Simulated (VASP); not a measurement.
# Te (R-3m) in VASP: a series of runs

One crystal, Te, is run at these levels: optB88-vdW, vdW-DF-cx, rev-vdW-DF2, PBEsol; tasks: relaxation of cell and atoms.

Everything below comes from runs of VASP 6.6.1. Logs are shortened: lines on timing, memory, paths and dates and some standing lists are left out, and cuts for length are marked.

## 1. Starting point

The structure is trigonal, space group R-3m (No. 166). The conventional cell has a = 4.612 Å, b = 4.612 Å, c = 5.073 Å, α = 90.00°, β = 90.00°, γ = 120.00°. Te (site symmetry -3m) is surrounded by 6 Te at 3.15 Å.

This isn't the form of Te at room conditions, which is trigonal, of chains.

## 2. Relaxation of cell and atoms, optB88-vdW

Input file INCAR:

```
SYSTEM = Te
  AGGAC = 0.0
  ALGO = Normal
  EDIFF = 1E-7
  EDIFFG = -0.01
  ENCUT = 600
  GGA = BO
  IBRION = 2
  ISIF = 3
  ISMEAR = -1
  LASPH = .TRUE.
  LCHARG = .FALSE.
  LREAL = .FALSE.
  LUSE_VDW = .TRUE.
  LWAVE = .FALSE.
  NELM = 80
  NSW = 40
  PARAM1 = 0.1833333333
  PARAM2 = 0.22
  PREC = Accurate
  SIGMA = 0.05
```

Input file KPOINTS:

```
k-points
0
G
  9 9 9
  0 0 0
```

Input file POSCAR:

```
Te
1.0
    2.3059043427      1.3313144930      1.6909537039
   -2.3059043427      1.3313144930      1.6909537039
    0.0000000000     -2.6626289860      1.6909537039
Te
1
Direct
    0.5000000000      0.5000000000      0.5000000000
```

Potentials or basis: VASP PAW PBE potentials, release 64 (Te).

On the command line:

```
$ cat potpaw_PBE.64/Te/POTCAR > POTCAR
$ mpirun -np 1 vasp_std > vasp.out
```

OUTCAR:

```text
SYSTEM = Te
   EDIFF = 1E-7
   EDIFFG = -0.01
   ENCUT = 600
   GGA = BO
   IBRION = 2
   ISIF = 3
   ISMEAR = -1
   LASPH = .TRUE.
   LREAL = .FALSE.
   NELM = 80
   NSW = 40
   PREC = Accurate

 ion  position               nearest neighbor table
   1  0.500  0.500  0.500-

  LATTYP: Found a trigonal (rhomboedric) cell.
 ALAT       =     3.1541904739
 COS(alpha) =    -0.0688991668

  Lattice vectors:

 A1 = (   2.3059043427,   1.3313144930,   1.6909537039)
 A2 = (  -2.3059043427,   1.3313144930,   1.6909537039)
 A3 = (   0.0000000000,  -2.6626289860,   1.6909537039)

Analysis of symmetry for initial positions (statically):
=====================================================================
 Subroutine PRICEL returns:
 Original cell was already a primitive cell.

 Routine SETGRP: Setting up the symmetry group for a
 trigonal (rhombohedral) supercell.

 Subroutine GETGRP returns: Found 12 space group operations
 (whereof 12 operations were pure point group operations)
 out of a pool of 12 trial point group operations.

The static configuration has the point symmetry D_3d.

Analysis of symmetry for dynamics (positions and initial velocities):
=====================================================================
 Subroutine PRICEL returns:
 Original cell was already a primitive cell.

 Routine SETGRP: Setting up the symmetry group for a
 trigonal (rhombohedral) supercell.

 Subroutine GETGRP returns: Found 12 space group operations
 (whereof 12 operations were pure point group operations)
 out of a pool of 12 trial point group operations.

The dynamic configuration has the point symmetry D_3d.

 Subroutine INISYM returns: Found 12 space group operations
 (whereof 12 operations are pure point group operations),
 and found     1 'primitive' translations

----------------------------------------------------------------------------------------

                                     Primitive cell

  volume of cell :      31.1462

  direct lattice vectors                    reciprocal lattice vectors
     2.305904343  1.331314493  1.690953704     0.216834667  0.125189553  0.197127415
    -2.305904343  1.331314493  1.690953704    -0.216834667  0.125189553  0.197127415
     0.000000000 -2.662628986  1.690953704     0.000000000 -0.250379107  0.197127415

  length of vectors
     3.154190474  3.154190474  3.154190474     0.318667405  0.318667405  0.318667405
[... 92 lines left out ...]
   EMIN   =  10.00;   EMAX   =-10.00  energy-range for DOS
   EFERMI =   0.00;   METHOD = LEGACY
   ISMEAR =    -1;   SIGMA  =   0.05  broadening in eV -4-tet -1-fermi 0-gaus
   EFERMI_NEDOS =   21; number of points for ismear=-14 and -15
   IALGO  =     38    algorithm
   IMIX   =      4    mixing-type and parameters
     AMIX     =   0.40;   BMIX     =  1.00
     AMIX_MAG =   1.60;   BMIX_MAG =  1.00
  volume/ion in A,a.u.               =      31.15       210.18
  Fermi-wavevector in a.u.,A,eV,Ry     =   0.945490  1.786717 12.162947  0.893951
  Thomas-Fermi vector in A             =   2.073397
   LORBIT       =      0    0 simple, 1 ext, 2 COOP (PROOUT), +10 PAW based schemes
   GGA     = BO    functional components
   LHFCALC =     F    Hartree Fock is set to
   AEXX    =    0.0000 exact exchange contribution
   IVDW_NL    =     1    kernel type
   BPARAM     = 6.3000
   IVDW    =     0    specifies the selected vdW correction
   LEPSILON=     F    determine dielectric tensor
   LRPA    =     F    only Hartree local field effects (RPA)
 conjugate gradient relaxation of ions
 non-spin polarized calculation
  energy-cutoff  :      600.00
  volume of cell :       31.15
 maximum number of plane-waves:      1069
 NGX is ok and might be reduce to    28
   NGX = 13   NGY = 13   NGZ = 13

--------------------------------------- Ionic step        1  -------------------------------------------

 number of electron       5.9999999 magnetization

 Free energy of the ion-electron system (eV)
  ---------------------------------------------------
  ext. energy  EPLUGINS =         0.00000000
  ---------------------------------------------------
  free energy    TOTEN  =        -1.16890326 eV

  energy without entropy =       -1.16355817  energy(sigma->0) =       -1.16623071

------------------------ aborting loop because EDIFF is reached ----------------------------------------

  FORCE on cell =-STRESS in cart. coord.  units (eV):
  Direction    XX          YY          ZZ          XY          YZ          ZX
  --------------------------------------------------------------------------------------
  -------------------------------------------------------------------------------------
  Total        0.6465412      0.6465412      0.6172611      0.0000000      0.0000000      0.0000000
  in kB       33.2584377     33.2584377     31.7522538      0.0000000      0.0000000      0.0000000
  external PRESSURE =      32.7563764 kB  Pullay stress =       0.0000000 kB
[... 283 lines left out ...]
--------------------------------------- Ionic step        9  -------------------------------------------

 number of electron       6.0000001 magnetization

 Free energy of the ion-electron system (eV)
  ---------------------------------------------------
  ext. energy  EPLUGINS =         0.00000000
  ---------------------------------------------------
  free energy    TOTEN  =        -1.18936508 eV

  energy without entropy =       -1.18375814  energy(sigma->0) =       -1.18656161

 E-fermi :   6.1496     XC(G=0):  -9.2093

 val. band max:        6.1118447117   @ k =  -0.3333   0.4444   0.2222
 cond. band min:       6.1501892742   @ k =  -0.1111   0.1111   0.0000
 fundamental gap:      0.0383445625
 Fermi energy:         6.1496341630

 k-point     1 :       0.0000    0.0000    0.0000
  band No.  band energies     occupation
      1      -7.3619      2.00000
      2       7.1561      0.00000
      3       7.3486      0.00000
      4       7.3486      0.00000
      5      12.3461      0.00000
      6      12.3461      0.00000
      7      12.6777      0.00000
[... 221 lines left out ...]
 k-point    24 :       0.4444    0.4444    0.0000
  band No.  band energies     occupation
      1      -4.1904      2.00000
      2       1.8315      2.00000
      3       2.0916      2.00000
      4       8.8430      0.00000
      5       9.7073      0.00000
      6      16.5149      0.00000
      7      18.4249      0.00000

 [... further k-points ...]

------------------------ aborting loop because EDIFF is reached ----------------------------------------

  FORCE on cell =-STRESS in cart. coord.  units (eV):
  Direction    XX          YY          ZZ          XY          YZ          ZX
  --------------------------------------------------------------------------------------
  -------------------------------------------------------------------------------------
  Total        0.0002178      0.0002178      0.0006809     -0.0000000     -0.0000000      0.0000000
  in kB        0.0105159      0.0105159      0.0328843     -0.0000000     -0.0000000      0.0000000
  external PRESSURE =       0.0179720 kB  Pullay stress =       0.0000000 kB
[... 20 lines left out ...]
  energy  without entropy=       -1.1837581441  energy(sigma->0) =       -1.18656161

Total vdW correction in eV:      1.1797129

 reached required accuracy - stopping structural energy minimisation
```

OSZICAR:

```text
N       E                     dE             d eps       ncg     rms          rms(c)
DAV:   1     0.227683466802E+02    0.22768E+02   -0.27668E+03  1190   0.763E+02
DAV:   2    -0.576481043429E+00   -0.23345E+02   -0.22535E+02  1610   0.853E+01
DAV:   3    -0.115986718644E+01   -0.58339E+00   -0.57476E+00  1414   0.189E+01
[... 82 lines left out ...]
DAV:   2    -0.118956808616E+01    0.43160E-03   -0.55484E-04  1281   0.170E-01    0.709E-02
DAV:   3    -0.118936625237E+01    0.20183E-03   -0.49599E-04  1267   0.114E-01    0.101E-01
DAV:   4    -0.118936529980E+01    0.95257E-06   -0.89368E-06  1932   0.237E-02    0.102E-01
DAV:   5    -0.118936512138E+01    0.17843E-06   -0.40052E-07  1267   0.478E-03    0.349E-02
DAV:   6    -0.118936507529E+01    0.46089E-07   -0.14124E-07  1484   0.283E-03
   9 F= -.11893651E+01 E0= -.11865616E+01  d E =-.237757E-04
```

Wall time 3.1 min (1 thread of AMD EPYC 9R45 (Zen 5), shared host); peak memory 0.31 GiB.

What came out:

| Property | Result |
| --- | --- |
| Free energy | -1.1894 eV |
| Relaxed volume | 33.18 Å³/atom |
| Relaxed cell | a = 3.215 Å, b = 3.215 Å, c = 3.215 Å, α = 91.67°, β = 91.67°, γ = 91.67° |
| Space group after relaxing (to 0.05 Å) | R-3m (No. 166) |
| Energy gained by relaxing | 20.5 meV/atom |
| Ionic steps | 9 |
| Pressure after relaxing | 0.0 GPa |
| Band gap on the k mesh | none (metal or under the smearing width) |

The path:
```
step  energy change (eV)  largest force (eV/Å)  pressure (GPa)  volume (Å³)
   1              0.0000                0.0000            3.28        31.15
   2             -0.0119                0.0000           -1.57        34.11
   3             -0.0177                0.0000            0.01        32.97
   4             -0.0180                0.0000            0.00        32.99
   5             -0.0191                0.0000           -0.02        33.07
   6             -0.0203                0.0000           -0.08        33.20
   7             -0.0204                0.0000           -0.10        33.25
   8             -0.0202                0.0000            0.37        32.94
   9             -0.0205                0.0000            0.00        33.18
```

Final structure:
```cif
data_structure
_symmetry_space_group_name_H-M 'P 1'
_symmetry_Int_Tables_number 1
_cell_length_a 3.2146
_cell_length_b 3.2146
_cell_length_c 3.2146
_cell_angle_alpha 91.674
_cell_angle_beta 91.674
_cell_angle_gamma 91.674
_cell_volume 33.18
loop_
_atom_site_label
_atom_site_type_symbol
_atom_site_fract_x
_atom_site_fract_y
_atom_site_fract_z
_atom_site_occupancy
Te1 Te 0.50000 0.50000 0.50000 1
```

Caveat: the PAW data sets were made with another functional, which shifts forces and pressure a little. The run has no spin-orbit coupling, so splittings on Te are missing.

## 3. Relaxation of cell and atoms, vdW-DF-cx

INCAR, as its differences from that of step 2:

```diff
@@ -6,3 +6,3 @@
   ENCUT = 600
-  GGA = BO
+  GGA = CX
   IBRION = 2
@@ -17,4 +17,2 @@
   NSW = 40
-  PARAM1 = 0.1833333333
-  PARAM2 = 0.22
   PREC = Accurate
```

KPOINTS is that of step 2.

POSCAR is that of step 2.

Potentials or basis: VASP PAW PBE potentials, release 64 (Te).

On the command line:

```
$ cat potpaw_PBE.64/Te/POTCAR > POTCAR
$ mpirun -np 1 vasp_std > vasp.out
```

OUTCAR:

```text
SYSTEM = Te
   EDIFF = 1E-7
   EDIFFG = -0.01
   ENCUT = 600
   GGA = CX
   IBRION = 2
   ISIF = 3
   ISMEAR = -1
   LASPH = .TRUE.
   LREAL = .FALSE.
   NELM = 80
   NSW = 40
   PREC = Accurate

 ion  position               nearest neighbor table
   1  0.500  0.500  0.500-

  LATTYP: Found a trigonal (rhomboedric) cell.
 ALAT       =     3.1541904739
 COS(alpha) =    -0.0688991668

  Lattice vectors:

 A1 = (   2.3059043427,   1.3313144930,   1.6909537039)
 A2 = (  -2.3059043427,   1.3313144930,   1.6909537039)
 A3 = (   0.0000000000,  -2.6626289860,   1.6909537039)

Analysis of symmetry for initial positions (statically):
=====================================================================
[... 255 lines left out ...]
  free energy    TOTEN  =        -1.35448897 eV

  energy without entropy =       -1.34913499  energy(sigma->0) =       -1.35181198

 E-fermi :   6.8201     XC(G=0):  -9.5188

 val. band max:        6.8092856975   @ k =  -0.3333   0.4444   0.2222
 cond. band min:       6.8364790942   @ k =   0.2222   0.1111   0.0000
 fundamental gap:      0.0271933967
 Fermi energy:         6.8200725334

 k-point     1 :       0.0000    0.0000    0.0000
  band No.  band energies     occupation
      1      -7.0568      2.00000
      2       7.7562      0.00000
      3       8.2333      0.00000
      4       8.2333      0.00000
      5      12.9445      0.00000
      6      12.9445      0.00000
      7      13.4350      0.00000
[... 221 lines left out ...]
 k-point    24 :       0.4444    0.4444    0.0000
  band No.  band energies     occupation
      1      -3.5430      2.00000
      2       2.0154      2.00000
      3       2.6701      2.00000
      4       9.2520      0.00000
      5      10.5854      0.00000
      6      17.0469      0.00000
      7      18.9367      0.00000

 [... further k-points ...]

------------------------ aborting loop because EDIFF is reached ----------------------------------------

  FORCE on cell =-STRESS in cart. coord.  units (eV):
  Direction    XX          YY          ZZ          XY          YZ          ZX
  --------------------------------------------------------------------------------------
  -------------------------------------------------------------------------------------
  Total        0.0006903      0.0006903      0.0000412     -0.0000000      0.0000000      0.0000000
  in kB        0.0350683      0.0350683      0.0020935     -0.0000000      0.0000000      0.0000000
  external PRESSURE =       0.0240767 kB  Pullay stress =       0.0000000 kB
[... 20 lines left out ...]
  energy  without entropy=       -1.3491349919  energy(sigma->0) =       -1.35181198

Total vdW correction in eV:      1.1286552

 reached required accuracy - stopping structural energy minimisation
```

It took 75 s on 1 thread of AMD EPYC 9R45 (Zen 5), shared host; peak memory 0.3 GiB.

Results:

```yaml
Free_energy: -1.3545 eV
Relaxed_volume: 31.54 Å³/atom
Relaxed_cell: a = 3.167 Å, b = 3.167 Å, c = 3.167 Å, α = 93.99°, β = 93.99°, γ = 93.99°
Space_group_after_relaxing_to_0.05_Å: R-3m (No. 166)
Energy_gained_by_relaxing: 0.9 meV/atom
Ionic_steps: 3
Pressure_after_relaxing: 0.0 GPa
Band_gap_on_the_k_mesh: none (metal or under the smearing width)
```

The path:
```
step  energy change (eV)  largest force (eV/Å)  pressure (GPa)  volume (Å³)
   1              0.0000                0.0000            0.73        31.15
   2             -0.0005                0.0000           -0.45        31.79
   3             -0.0009                0.0000            0.00        31.54
```

Final structure:
```xyz
1
Lattice="2.3163 1.3373 1.6968 -2.3163 1.3373 1.6968 0.0000 -2.6746 1.6968" Properties=species:S:1:pos:R:3 pbc="T T T"
Te    0.0000    0.0000    2.5451
```

Caveat: the PAW data sets were made with another functional, which shifts forces and pressure a little. Spin-orbit coupling is left out, which matters for the levels of Te.

## 4. Relaxation of cell and atoms, rev-vdW-DF2

INCAR, as its differences from that of step 3:

```diff
@@ -6,3 +6,3 @@
   ENCUT = 600
-  GGA = CX
+  GGA = MK
   IBRION = 2
@@ -17,3 +17,6 @@
   NSW = 40
+  PARAM1 = 0.1234
+  PARAM2 = 0.711357
   PREC = Accurate
   SIGMA = 0.05
+  ZAB_VDW = -1.8867
```

KPOINTS is that of step 3.

POSCAR is that of step 3.

On the command line:

```
$ cat potpaw_PBE.64/Te/POTCAR > POTCAR
$ mpirun -np 1 vasp_std > vasp.out
```

Run time: 3.3 min. Hardware: 1 thread of AMD EPYC 9R45 (Zen 5), shared host; peak memory 0.3 GiB.

The run converged. Its results:

```
Free energy                            : -1.4786 eV
Relaxed volume                         : 32.41 Å³/atom
Relaxed cell                           : a = 3.190 Å, b = 3.190 Å, c = 3.190 Å, α = 92.10°, β = 92.10°, γ = 92.10°
Space group after relaxing (to 0.05 Å) : R-3m (No. 166)
Energy gained by relaxing              : 7.7 meV/atom
Ionic steps                            : 10
Pressure after relaxing                : 0.0 GPa
Band gap on the k mesh                 : none (metal or under the smearing width)
```

The path:
```
step  energy change (eV)  largest force (eV/Å)  pressure (GPa)  volume (Å³)
   1              0.0000                0.0000            1.94        31.15
   2             -0.0041                0.0000           -1.02        32.88
   3             -0.0063                0.0000            0.01        32.22
   4             -0.0064                0.0000            0.00        32.23
   5             -0.0067                0.0000            0.00        32.27
   6             -0.0073                0.0000           -0.02        32.35
   7             -0.0077                0.0000           -0.11        32.49
   8             -0.0077                0.0000           -0.09        32.47
   9             -0.0072                0.0000            0.54        32.10
  10             -0.0077                0.0000            0.00        32.41
```

Final structure:
```
Te
1.0
     2.29696    1.32615    1.77318
    -2.29696    1.32615    1.77318
     0.00000   -2.65230    1.77318
Te
1
Direct
  0.50000 0.50000 0.50000
```

Levels at points of the mesh, in eV from the Fermi level:
```
           k point  band 1  band 2  band 3  band 4  band 5  band 6  band 7
(0.00, 0.00, 0.00)  -13.69    1.01    1.25    1.25    6.11    6.11    6.47
```

Caveat: the PAW data sets were made with another functional, which shifts forces and pressure a little. The run has no spin-orbit coupling, so splittings on Te are missing.

(Continued in part 2 of 2.)
